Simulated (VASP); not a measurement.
# SnTe (Fm-3m) in VASP: a series of runs

Aim: see how the results for SnTe move with the level of theory and the settings. Levels: PBEsol-based global hybrid, PBE. Tasks: relaxation of cell and atoms, single point.

All numbers are computed with VASP 6.6.1; they aren't measurements. Logs are shortened: lines on timing, memory, paths and dates and some standing lists are left out, and cuts for length are marked.

**The experiment to reproduce.**

From a printed reference work, textbook, for a bulk crystal of SnTe at 300 K: band gap 0.18 eV (direct).

The results are compared with them further down.

**1. The cell of the first run**

It takes space group Fm-3m (No. 225, cubic). The conventional cell has a = 6.302 Å, b = 6.302 Å, c = 6.302 Å, α = 90.00°, β = 90.00°, γ = 90.00°. Te (site symmetry m-3m) has 6 Sn at 3.15 Å within 4.1 Å. Sn (site symmetry m-3m) has 6 Te at 3.15 Å within 4.1 Å.

**2. Relaxation of cell and atoms, PBEsol-based global hybrid**

POSCAR reads:

```
SnTe
1.0
    0.0000000000      3.1508500000      3.1508500000
    3.1508500000      0.0000000000      3.1508500000
    3.1508500000      3.1508500000      0.0000000000
Te Sn
1 1
Direct
    0.5000000000      0.5000000000      0.5000000000
    0.0000000000      0.0000000000      0.0000000000
```

INCAR.step1 reads:

```
PREC = Accurate
ENCUT = 600
EDIFF = 1E-5
ISMEAR = -1
SIGMA = 0.05
LREAL = False
LASPH = True
NELM = 80
ALGO = Normal
LWAVE = True
LCHARG = False
GGA = PE
NBANDS = 17
LUSENCCL = False
```

INCAR.step2 reads:

```
PREC = Accurate
ENCUT = 600
EDIFF = 1E-6
ISMEAR = -1
SIGMA = 0.05
LREAL = False
LASPH = True
NELM = 80
ALGO = Normal
ISIF = 3
LWAVE = False
LCHARG = False
GGA = PS
LHFCALC = True
AEXX = 0.25
PRECFOCK = Normal
IBRION = 2
NSW = 60
EDIFFG = -0.01
ISTART = 1
LUSENCCL = False
```

KPOINTS reads:

```
Automatic mesh
0
Gamma
  4 4 4
```

Potentials or basis: VASP PAW PBE potentials, release 64 (Te, Sn_d).

On the command line:

```bash
> cat potpaw_PBE.64/Te/POTCAR potpaw_PBE.64/Sn_d/POTCAR > POTCAR
> cp INCAR.step1 INCAR
> mpirun -np 1 vasp_std > vasp.out
> cp INCAR.step2 INCAR
> mpirun -np 1 vasp_std > vasp.out
```

OUTCAR:

```text
PREC = Accurate
   ENCUT = 600
   EDIFF = 1E-6
   ISMEAR = -1
   LREAL = False
   LASPH = True
   NELM = 80
   ISIF = 3
   GGA = PS
   LHFCALC = True
   AEXX = 0.25
   PRECFOCK = Normal
   IBRION = 2
   NSW = 60
   EDIFFG = -0.01
   ISTART = 1

 ion  position               nearest neighbor table
   1  0.500  0.500  0.500-   2 3.15   2 3.15   2 3.15   2 3.15   2 3.15   2 3.15
   2  0.000  0.000  0.000-   1 3.15   1 3.15   1 3.15   1 3.15   1 3.15   1 3.15

  LATTYP: Found a face centered cubic cell.
 ALAT       =     6.3017000000

  Lattice vectors:

 A1 = (   0.0000000000,   3.1508500000,   3.1508500000)
 A2 = (   3.1508500000,   0.0000000000,   3.1508500000)
 A3 = (   3.1508500000,   3.1508500000,   0.0000000000)

Analysis of symmetry for initial positions (statically):
=====================================================================
 Subroutine PRICEL returns:
 Original cell was already a primitive cell.

 Routine SETGRP: Setting up the symmetry group for a
 face centered cubic supercell.

 Subroutine GETGRP returns: Found 48 space group operations
 (whereof 48 operations were pure point group operations)
 out of a pool of 48 trial point group operations.

The static configuration has the point symmetry O_h .

Analysis of symmetry for dynamics (positions and initial velocities):
=====================================================================
 Subroutine PRICEL returns:
 Original cell was already a primitive cell.

 Routine SETGRP: Setting up the symmetry group for a
 face centered cubic supercell.

 Subroutine GETGRP returns: Found 48 space group operations
 (whereof 48 operations were pure point group operations)
 out of a pool of 48 trial point group operations.

The dynamic configuration has the point symmetry O_h .

 Subroutine INISYM returns: Found 48 space group operations
 (whereof 48 operations are pure point group operations),
 and found     1 'primitive' translations

----------------------------------------------------------------------------------------

                                     Primitive cell

  volume of cell :      62.5624

  direct lattice vectors                    reciprocal lattice vectors
     0.000000000  3.150850000  3.150850000    -0.158687338  0.158687338  0.158687338
     3.150850000  0.000000000  3.150850000     0.158687338 -0.158687338  0.158687338
     3.150850000  3.150850000  0.000000000     0.158687338  0.158687338 -0.158687338

  length of vectors
     4.455974803  4.455974803  4.455974803     0.274854533  0.274854533  0.274854533

  position of ions in fractional coordinates (direct lattice)
     0.500000000  0.500000000  0.500000000
     0.000000000  0.000000000  0.000000000

  ion indices of the primitive-cell ions
   primitive index   ion index
                 1           1
                 2           2

----------------------------------------------------------------------------------------

 KPOINTS: Automatic mesh

Automatic generation of k-mesh.
 Grid dimensions read from file:
 generate k-points for:    4    4    4

 Generating k-lattice:

  Cartesian coordinates                     Fractional coordinates (reciprocal lattice)
    -0.039671835  0.039671835  0.039671835     0.250000000  0.000000000  0.000000000
     0.039671835 -0.039671835  0.039671835     0.000000000  0.250000000  0.000000000
     0.039671835  0.039671835 -0.039671835     0.000000000  0.000000000  0.250000000

  Length of vectors
     0.068713633  0.068713633  0.068713633

  Shift w.r.t. Gamma in fractional coordinates (k-lattice)
     0.000000000  0.000000000  0.000000000

 Subroutine IBZKPT returns following result:
 ===========================================

 Found      8 irreducible k-points:

 Following reciprocal coordinates:
            Coordinates               Weight
  0.000000  0.000000  0.000000      1.000000
  0.250000  0.000000  0.000000      8.000000
  0.500000  0.000000  0.000000      4.000000
  0.250000  0.250000  0.000000      6.000000
  0.500000  0.250000  0.000000     24.000000
 -0.250000  0.250000  0.000000     12.000000
  0.500000  0.500000  0.000000      3.000000
 -0.250000  0.500000  0.250000      6.000000
   k-points           NKPTS =      8   k-points in BZ     NKDIM =     64   number of bands    NBANDS=     14
   number of dos      NEDOS =    301   number of ions     NIONS =      2
   total plane-waves  NPLWV =  46656
   dimension x,y,z NGX =    36 NGY =   36 NGZ =   36
   dimension x,y,z NGXF=    72 NGYF=   72 NGZF=   72
   ions per type =               1   1
   NGX,Y,Z   is equivalent  to a cutoff of  13.43, 13.43, 13.43 a.u.
   NGXF,Y,Z  is equivalent  to a cutoff of  26.86, 26.86, 26.86 a.u.
 SYSTEM =  unknown system
   PREC   = accura    normal or accurate (medium, high low for compatibility)
   ISTART =      1    job   : 0-new  1-cont  2-samecut
   ICHARG =      0    charge: 1-file 2-atom 10-const
   ISPIN  =      1    spin polarized calculation?
   LNONCOLLINEAR =      F non collinear calculations
   LSORBIT =      F    spin-orbit coupling
   LASPH  =      T    aspherical Exc in radial PAW
   ENCUT  =  600.0 eV  44.10 Ry    6.64 a.u.   8.90  8.90  8.90*2*pi/ulx,y,z
   NELM   =     80;   NELMIN=  2; NELMDL=  0     # of ELM steps
   EDIFF  = 0.1E-05   stopping-criterion for ELM
   LREAL  =      F    real-space projection
   EDIFFG = -.1E-01   stopping-criterion for IOM
   NSW    =     60    number of steps for IOM
   IBRION =      2    ionic relax: 0-MD 1-quasi-New 2-CG
   NFREE  =      1    steps in history (QN), initial steepest desc. (CG)
   ISIF   =      3    stress and relaxation
   ISYM   =      3    0-nonsym 1-usesym 2-fastsym
   POTIM  = 0.5000    time-step for ionic-motion
   TEBEG  =    0.0;   TEEND  =   0.0 temperature during run
   PSTRESS=    0.0 pullay stress
   NELECT =      20.0000    total number of electrons
   NUPDOWN=      -1.0000    fix difference up-down
   EMIN   =  10.00;   EMAX   =-10.00  energy-range for DOS
   EFERMI =   0.00;   METHOD = LEGACY
   ISMEAR =    -1;   SIGMA  =   0.05  broadening in eV -4-tet -1-fermi 0-gaus
   EFERMI_NEDOS =   21; number of points for ismear=-14 and -15
   IALGO  =     38    algorithm
   IMIX   =      1    mixing-type and parameters
     AMIX     =   0.40;   BMIX     =  1.00
     AMIX_MAG =   1.60;   BMIX_MAG =  1.00
  volume/ion in A,a.u.               =      31.28       211.10
  Fermi-wavevector in a.u.,A,eV,Ry     =   1.119387  2.115336 17.048485  1.253028
  Thomas-Fermi vector in A             =   2.256026
   LORBIT       =      0    0 simple, 1 ext, 2 COOP (PROOUT), +10 PAW based schemes
   GGA     = PS    functional components
   LHFCALC =     T    Hartree Fock is set to
   PRECFOCK=normal    Normal, Fast or Accurate (Low or Medium for compatibility)
   ENCUT4O =  -1.0   cutoff for four orbital integrals eV
   NKREDX  =     1    reduce k-point grid by
   NKREDY  =     1    reduce k-point grid by
   NKREDZ  =     1    reduce k-point grid by
   AEXX    =    0.2500 exact exchange contribution
   HFSCREEN=    0.0000 screening length (either q_TF or 0.3 A-1)
   HFSCREENC=   0.0000 screening length for correlation (either q_TF or 0.3 A-1)
   ENCUTFOCK=  -1.0 apply spherical cutoff to Coloumb kernel
   IVDW    =     0    specifies the selected vdW correction
   LEPSILON=     F    determine dielectric tensor
   LRPA    =     F    only Hartree local field effects (RPA)
 conjugate gradient relaxation of ions
 non-spin polarized calculation
  energy-cutoff  :      600.00
  volume of cell :       62.56
 maximum number of plane-waves:      2120
  NGX = 28; NGY = 28; NGZ = 28

--------------------------------------- Ionic step        1  -------------------------------------------

 number of electron      19.9999998 magnetization

 Free energy of the ion-electron system (eV)
  ---------------------------------------------------
  ext. energy  EPLUGINS =         0.00000000
  ---------------------------------------------------
  free energy    TOTEN  =       -10.58920225 eV

  energy without entropy =      -10.58905339  energy(sigma->0) =      -10.58912782

------------------------ aborting loop because EDIFF is reached ----------------------------------------

  FORCE on cell =-STRESS in cart. coord.  units (eV):
  Direction    XX          YY          ZZ          XY          YZ          ZX
  --------------------------------------------------------------------------------------
  -------------------------------------------------------------------------------------
  Total       -0.7051571     -0.7051571     -0.7051571      0.0000000      0.0000000     -0.0000000
  in kB      -18.0585659    -18.0585659    -18.0585659      0.0000000      0.0000000     -0.0000000
  external PRESSURE =     -18.0585659 kB  Pullay stress =       0.0000000 kB
[... 57 lines left out ...]
  energy  without entropy=      -10.5999206236  energy(sigma->0) =      -10.59993221

--------------------------------------- Ionic step        3  -------------------------------------------

 number of electron      19.9999997 magnetization

 Free energy of the ion-electron system (eV)
  ---------------------------------------------------
  ext. energy  EPLUGINS =         0.00000000
  ---------------------------------------------------
  free energy    TOTEN  =       -10.60227166 eV

  energy without entropy =      -10.60223208  energy(sigma->0) =      -10.60225187

 E-fermi :   7.3180     XC(G=0):  -7.7775

 val. band max:        6.9204437513   @ k =   0.5000   0.0000   0.0000
 cond. band min:       7.7163233376   @ k =   0.5000   0.0000   0.0000
 fundamental gap:      0.7958795863
 Fermi energy:         7.3180128914

 k-point     1 :       0.0000    0.0000    0.0000
  band No.  band energies     occupation
      1     -17.5175      2.00000
      2     -17.5175      2.00000
      3     -17.4993      2.00000
      4     -17.4993      2.00000
      5     -17.4993      2.00000
      6      -7.8377      2.00000
      7       1.8108      2.00000
      8       4.1627      2.00000
      9       4.1627      2.00000
     10       4.1627      2.00000
     11      11.5105      0.00000
     12      11.5105      0.00000
     13      11.5105      0.00000
     14      12.6269      0.00000
[... 146 lines left out ...]
  FREE ENERGIE OF THE ION-ELECTRON SYSTEM (eV)
  ---------------------------------------------------
  free  energy   TOTEN  =       -10.6022716626 eV

  energy  without entropy=      -10.6022320790  energy(sigma->0) =      -10.60225187

 reached required accuracy - stopping structural energy minimisation
```

It took 15 min on 1 × NVIDIA H100 80GB with 1 thread of AMD EPYC 7R13 (Zen 3), shared host; peak memory 1.2 GiB.

Results:

| Quantity | Value |
| --- | --- |
| Free energy | -10.6023 eV |
| Relaxed volume | 30.16 Å³/atom |
| Relaxed cell | a = 4.402 Å, b = 4.402 Å, c = 4.402 Å, α = 60.00°, β = 60.00°, γ = 60.00° |
| Space group after relaxing (to 0.05 Å) | Fm-3m (No. 225) |
| Energy gained by relaxing | 6.5 meV/atom |
| Ionic steps | 3 |
| Pressure after relaxing | 0.0 GPa |
| Band gap on the k mesh | 0.80 eV, direct |

Step by step:
```csv
step,energy change (eV),largest force (eV/Å),pressure (GPa),volume (Å³)
1,0.0000,0.0000,-1.81,62.56
2,-0.0107,0.0000,0.85,59.42
3,-0.0131,0.0000,-0.01,60.32
```

Final structure:
```yaml
crystal:
  lattice:
    - [0.00000, 3.11281, 3.11281]
    - [3.11281, 0.00000, 3.11281]
    - [3.11281, 3.11281, 0.00000]
  atoms:
    - { symbol: Te, position: [0.50000, 0.50000, 0.50000] }
    - { symbol: Sn, position: [0.00000, 0.00000, 0.00000] }
```

Levels at points of the mesh, in eV from the valence-band top:
| k point | band 6 | band 7 | band 8 | band 9 | band 10 | band 11 | band 12 | band 13 | band 14 |
| --- | --- | --- | --- | --- | --- | --- | --- | --- | --- |
| (0.00, 0.00, 0.00) | -14.76 | -5.11 | -2.76 | -2.76 | -2.76 | 4.59 | 4.59 | 4.59 | 5.71 |
| (0.50, 0.00, 0.00) | -13.20 | -9.78 | -2.37 | -2.37 | 0.00 | 0.80 | 1.04 | 1.04 | 9.09 |
| (0.50, 0.50, 0.00) | -12.82 | -7.37 | -6.84 | -4.65 | -4.65 | 2.82 | 6.43 | 6.43 | 8.10 |

Caveat: the k points lie up to 0.44 Å⁻¹ apart in the final cell; the PAW data sets were made with another functional, which shifts forces and pressure a little; spin-orbit coupling is left out, which moves the levels of the heavy elements. A k mesh can miss the band edges.

**3. Single point, PBE**

INCAR reads:

```
ALGO = Normal
EDIFF = 1E-7
ENCUT = 520
GGA = PE
ISIF = 2
ISMEAR = 0
LASPH = T
LCHARG = F
LREAL = F
LWAVE = F
NBANDS = 17
NELM = 100
PREC = Accurate
SIGMA = 0.1
```

KPOINTS reads:

```
k-points
0
Gamma
  6 6 6
```

POSCAR is that of step 2.

Potentials or basis: VASP PAW PBE potentials, release 64 (Te, Sn_d).

On the command line:

```bash
> cat potpaw_PBE.64/Te/POTCAR potpaw_PBE.64/Sn_d/POTCAR > POTCAR
> mpirun -np 1 vasp_std > vasp.out
```

Run time: 60 s. Hardware: 1 thread of AMD EPYC 7R13, shared host; peak memory 0.17 GiB.

Results (log left out):

```yaml
Free_energy: -7.5431 eV
Pressure: 2.3 GPa
Band_gap_on_the_k_mesh: 0.10 eV, direct
```

Levels at points of the mesh, in eV from the valence-band top:
```tsv
k point	band 8	band 9	band 10	band 11	band 12	band 13
(0.00, 0.00, 0.00)	-2.15	-2.15	-2.15	3.34	3.34	3.34
(0.50, 0.00, 0.00)	-1.82	-1.82	0.00	0.10	0.36	0.36
(0.50, 0.50, 0.00)	-5.59	-3.75	-3.75	2.16	4.92	4.92
```

Caveat: spin-orbit coupling is left out, which moves the levels of the heavy elements.

**4. Against experiment**

Step 3. A measured gap of SnTe is 0.18 eV (direct; 300 K; a printed reference work, textbook); the calculated 0.10 eV misses it by -0.08 eV. Spin-orbit coupling on Sn, Te is left out. The value is that of PBE on a finite k mesh, which can miss the band edges, without temperature or zero-point motion. Semilocal functionals fall short of measured gaps as a rule.
